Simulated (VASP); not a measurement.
# ZnSe (Stilleite) (F-43m) in VASP: a series of runs

The runs below take ZnSe (Stilleite) through single point, with HSE06.

Program: VASP 6.6.1. These are calculated values, not measurements. Logs are shortened: lines on timing, memory, paths and dates and some standing lists are left out, and cuts for length are marked.

## Step 1: Starting point

The structure is cubic, space group F-43m (No. 216). Conventional cell: a = 5.668 Å, b = 5.668 Å, c = 5.668 Å, α = 90.00°, β = 90.00°, γ = 90.00°. Se (site symmetry -43m) is surrounded by 4 Zn at 2.45 Å. Around Zn (site symmetry -43m) lie 4 Se at 2.45 Å.

## Step 2: Single point, HSE06

File POSCAR:

```
ZnSe
1.0
    0.0000000000      2.8338000000      2.8338000000
    2.8338000000      0.0000000000      2.8338000000
    2.8338000000      2.8338000000      0.0000000000
Se Zn
1 1
Direct
    0.7500000000      0.7500000000      0.7500000000
    0.0000000000      0.0000000000      0.0000000000
```

File INCAR.step1:

```
PREC = Accurate
ENCUT = 350
EDIFF = 1E-5
ISMEAR = 0
SIGMA = 0.01
LREAL = F
LASPH = T
NELM = 100
ALGO = Normal
ISIF = 2
LWAVE = T
NBANDS = 17
NKRED = 1
GGA = PE
```

File INCAR.step2:

```
PREC = Accurate
ENCUT = 350
EDIFF = 1E-6
ISMEAR = 0
SIGMA = 0.01
LREAL = F
LASPH = T
NELM = 100
ALGO = Normal
ISIF = 2
LWAVE = F
LCHARG = F
GGA = PE
LHFCALC = T
HFSCREEN = 0.2
PRECFOCK = Medium
NBANDS = 17
NKRED = 1
ISTART = 1
```

File KPOINTS:

```
regular mesh
0
Gamma
  4 4 4
```

Potentials or basis: VASP PAW PBE potentials, release 64 (Se, Zn).

Started as:

```bash
cat potpaw_PBE.64/Se/POTCAR potpaw_PBE.64/Zn/POTCAR > POTCAR
cp INCAR.step1 INCAR
mpirun -np 1 vasp_std > vasp.out
cp INCAR.step2 INCAR
mpirun -np 1 vasp_std > vasp.out
```

OUTCAR:

```text
PREC = Accurate
   ENCUT = 350
   EDIFF = 1E-6
   ISMEAR = 0
   LREAL = F
   LASPH = T
   NELM = 100
   ISIF = 2
   GGA = PE
   LHFCALC = T
   HFSCREEN = 0.2
   PRECFOCK = Medium
   NKRED = 1
   ISTART = 1

 Found      8 irreducible k-points:

 Following reciprocal coordinates:
            Coordinates               Weight
  0.000000  0.000000  0.000000      1.000000
  0.250000  0.000000  0.000000      8.000000
  0.500000  0.000000  0.000000      4.000000
  0.250000  0.250000  0.000000      6.000000
  0.500000  0.250000  0.000000     24.000000
 -0.250000  0.250000  0.000000     12.000000
   k-points           NKPTS =      8   k-points in BZ     NKDIM =     64   number of bands    NBANDS=     17
   number of dos      NEDOS =    301   number of ions     NIONS =      2
   total plane-waves  NPLWV =  13824
   dimension x,y,z NGX =    24 NGY =   24 NGZ =   24
   dimension x,y,z NGXF=    48 NGYF=   48 NGZF=   48
   ions per type =               1   1
   NGX,Y,Z   is equivalent  to a cutoff of   9.96,  9.96,  9.96 a.u.
   NGXF,Y,Z  is equivalent  to a cutoff of  19.91, 19.91, 19.91 a.u.
 SYSTEM =  unknown system
   PREC   = accura    normal or accurate (medium, high low for compatibility)
   ISTART =      1    job   : 0-new  1-cont  2-samecut
   ICHARG =      0    charge: 1-file 2-atom 10-const
   ISPIN  =      1    spin polarized calculation?
   LNONCOLLINEAR =      F non collinear calculations
   LSORBIT =      F    spin-orbit coupling
   LASPH  =      T    aspherical Exc in radial PAW
   ENCUT  =  350.0 eV  25.72 Ry    5.07 a.u.   6.11  6.11  6.11*2*pi/ulx,y,z
   NELM   =    100;   NELMIN=  2; NELMDL=  0     # of ELM steps
   EDIFF  = 0.1E-05   stopping-criterion for ELM
   LREAL  =      F    real-space projection
   EDIFFG = 0.1E-04   stopping-criterion for IOM
   NSW    =      0    number of steps for IOM
   IBRION =     -1    ionic relax: 0-MD 1-quasi-New 2-CG
   NFREE  =      0    steps in history (QN), initial steepest desc. (CG)
   ISIF   =      2    stress and relaxation
   ISYM   =      3    0-nonsym 1-usesym 2-fastsym
   POTIM  = 0.5000    time-step for ionic-motion
   TEBEG  =    0.0;   TEEND  =   0.0 temperature during run
   PSTRESS=    0.0 pullay stress
   NELECT =      18.0000    total number of electrons
   NUPDOWN=      -1.0000    fix difference up-down
   EMIN   =  10.00;   EMAX   =-10.00  energy-range for DOS
   EFERMI =   0.00;   METHOD = LEGACY
   ISMEAR =     0;   SIGMA  =   0.01  broadening in eV -4-tet -1-fermi 0-gaus
   EFERMI_NEDOS =   21; number of points for ismear=-14 and -15
   IALGO  =     38    algorithm
   IMIX   =      1    mixing-type and parameters
     AMIX     =   0.40;   BMIX     =  1.00
     AMIX_MAG =   1.60;   BMIX_MAG =  1.00
  volume/ion in A,a.u.               =      22.76       153.57
  Fermi-wavevector in a.u.,A,eV,Ry     =   1.201673  2.270834 19.647073  1.444019
  Thomas-Fermi vector in A             =   2.337476
   LORBIT       =      0    0 simple, 1 ext, 2 COOP (PROOUT), +10 PAW based schemes
   GGA     = PE    functional components
   LHFCALC =     T    Hartree Fock is set to
   PRECFOCK=medium    Normal, Fast or Accurate (Low or Medium for compatibility)
   ENCUT4O =  -1.0   cutoff for four orbital integrals eV
   NKREDX  =     1    reduce k-point grid by
   NKREDY  =     1    reduce k-point grid by
   NKREDZ  =     1    reduce k-point grid by
   AEXX    =    0.2500 exact exchange contribution
   HFSCREEN=    0.2000 screening length (either q_TF or 0.3 A-1)
   HFSCREENC=   0.2000 screening length for correlation (either q_TF or 0.3 A-1)
   ENCUTFOCK=  -1.0 apply spherical cutoff to Coloumb kernel
   IVDW    =     0    specifies the selected vdW correction
   LEPSILON=     F    determine dielectric tensor
   LRPA    =     F    only Hartree local field effects (RPA)
 non-spin polarized calculation
 Gauss-broadening in eV      SIGMA  =   0.01
  energy-cutoff  :      350.00
  volume of cell :       45.51
 maximum number of plane-waves:       692

 number of electron      17.9999993 magnetization

 Free energy of the ion-electron system (eV)
  ---------------------------------------------------
  ext. energy  EPLUGINS =         0.00000000
  ---------------------------------------------------
  free energy    TOTEN  =        -7.38961333 eV

  energy without entropy =       -7.38961333  energy(sigma->0) =       -7.38961333

 E-fermi :   1.0803     XC(G=0):  -7.7145

 val. band max:        0.9625034626   @ k =   0.0000   0.0000   0.0000
 cond. band min:       3.4064450190   @ k =   0.0000   0.0000   0.0000
 fundamental gap:      2.4439415564
 Fermi energy:         1.0803349559

 k-point     1 :       0.0000    0.0000    0.0000
  band No.  band energies     occupation
      1     -13.4039      2.00000
      2      -7.2155      2.00000
      3      -7.2155      2.00000
      4      -7.2155      2.00000
      5      -6.8857      2.00000
      6      -6.8857      2.00000
      7       0.9625      2.00000
      8       0.9625      2.00000
      9       0.9625      2.00000
     10       3.4064      0.00000
     11       7.9247      0.00000
     12       7.9247      0.00000
     13       7.9247      0.00000
     14      12.2817      0.00000
     15      13.6846      0.00000
     16      13.6846      0.00000
     17      15.2906      0.00000

 k-point     2 :       0.2500    0.0000    0.0000
  band No.  band energies     occupation
      1     -13.0069      2.00000
      2      -7.1695      2.00000
      3      -7.1695      2.00000
      4      -7.1047      2.00000
      5      -6.8863      2.00000
      6      -6.8863      2.00000
      7      -2.2616      2.00000
      8       0.4635      2.00000
      9       0.4635      2.00000
     10       4.8655      0.00000
     11       8.5842      0.00000
     12       8.5842      0.00000
     13       8.7265      0.00000
     14      12.6038      0.00000
     15      12.6038      0.00000
     16      12.9066      0.00000
     17      16.4119      0.00000

 k-point     3 :       0.5000    0.0000    0.0000
  band No.  band energies     occupation
      1     -12.5424      2.00000
      2      -7.1349      2.00000
      3      -7.1349      2.00000
      4      -6.8718      2.00000
      5      -6.8718      2.00000
      6      -6.7013      2.00000
      7      -4.5738      2.00000
      8       0.0486      2.00000
      9       0.0486      2.00000
     10       4.6380      0.00000
     11       8.4759      0.00000
     12       8.4759      0.00000
     13      10.7292      0.00000
     14      13.3252      0.00000
     15      15.4963      0.00000
     16      15.4964      0.00000
     17      16.7627      0.00000

 k-point     4 :       0.2500    0.2500    0.0000
  band No.  band energies     occupation
      1     -12.8738      2.00000
      2      -7.1579      2.00000
      3      -7.1155      2.00000
      4      -7.1154      2.00000
      5      -6.9040      2.00000
      6      -6.8648      2.00000
      7      -2.0697      2.00000
      8      -0.3557      2.00000
      9      -0.3557      2.00000
     10       5.9605      0.00000
     11       6.1178      0.00000
     12      10.2906      0.00000
     13      10.2907      0.00000
     14      10.3491      0.00000
     15      14.5988      0.00000
     16      16.2696      0.00000
     17      17.5509      0.00000

 k-point     5 :       0.5000    0.2500    0.0000
  band No.  band energies     occupation
      1     -12.4074      2.00000
      2      -7.1104      2.00000
      3      -7.0638      2.00000
      4      -6.9592      2.00000
      5      -6.8634      2.00000
      6      -6.6915      2.00000
      7      -3.9440      2.00000
      8      -1.6172      2.00000
      9      -0.7173      2.00000
     10       5.7680      0.00000
     11       7.7506      0.00000
     12       9.6711      0.00000
     13      10.5705      0.00000
     14      13.4228      0.00000
     15      15.6619      0.00000
     16      16.5311      0.00000
     17      16.7759      0.00000

 k-point     6 :      -0.2500    0.2500    0.0000
  band No.  band energies     occupation
      1     -12.5635      2.00000
      2      -7.1176      2.00000
      3      -7.1100      2.00000
      4      -6.9295      2.00000
      5      -6.8974      2.00000
      6      -6.7986      2.00000
      7      -3.4632      2.00000
      8      -1.7254      2.00000
      9       0.0074      2.00000
     10       6.3110      0.00000
     11       8.4861      0.00000
     12       8.9253      0.00000
     13       9.5322      0.00000
     14      11.9789      0.00000
     15      14.4190      0.00000
     16      16.5358      0.00000
     17      16.9322      0.00000

 [... further k-points ...]
[... 5 lines left out ...]
  --------------------------------------------------------------------------------------
  -------------------------------------------------------------------------------------
  Total        0.3172967      0.3172967      0.3172967     -0.0000000     -0.0000000     -0.0000000
  in kB       11.1696229     11.1696229     11.1696229     -0.0000000     -0.0000000     -0.0000000
  external PRESSURE =      11.1696229 kB  Pullay stress =       0.0000000 kB

 VOLUME and BASIS-vectors are now :
 -----------------------------------------------------------------------------
  energy-cutoff  :      350.00
  volume of cell :       45.51
      direct lattice vectors                 reciprocal lattice vectors
     0.000000000  2.833800000  2.833800000    -0.176441527  0.176441527  0.176441527
     2.833800000  0.000000000  2.833800000     0.176441527 -0.176441527  0.176441527
     2.833800000  2.833800000  0.000000000     0.176441527  0.176441527 -0.176441527

 POSITION                                       TOTAL-FORCE (eV/Angst)
 -----------------------------------------------------------------------------------
      4.25070      4.25070      4.25070        -0.000000     -0.000000     -0.000000
      0.00000      0.00000      0.00000         0.000000      0.000000      0.000000
 -----------------------------------------------------------------------------------
    total drift:                               -0.000184     -0.000182     -0.000127

  FREE ENERGIE OF THE ION-ELECTRON SYSTEM (eV)
  ---------------------------------------------------
  free  energy   TOTEN  =        -7.3896133334 eV

  energy  without entropy=       -7.3896133334  energy(sigma->0) =       -7.38961333
```

It took 4.6 min on 1 thread of AMD EPYC 9R45 (Zen 5), shared host; peak memory 0.22 GiB.

These settings aren't checked as converged: the numbers below hold their error.

Results:

```
Free energy            : -7.3896 eV
Pressure               : 1.1 GPa
Band gap on the k mesh : 2.44 eV, direct
```

Caveat: the k mesh is coarse (spacing up to 0.48 Å⁻¹), so the values aren't converged, least of all with exact exchange; the PAW data sets were made with another functional, which shifts forces and pressure a little.

(Part 1 of 2 ends here.)
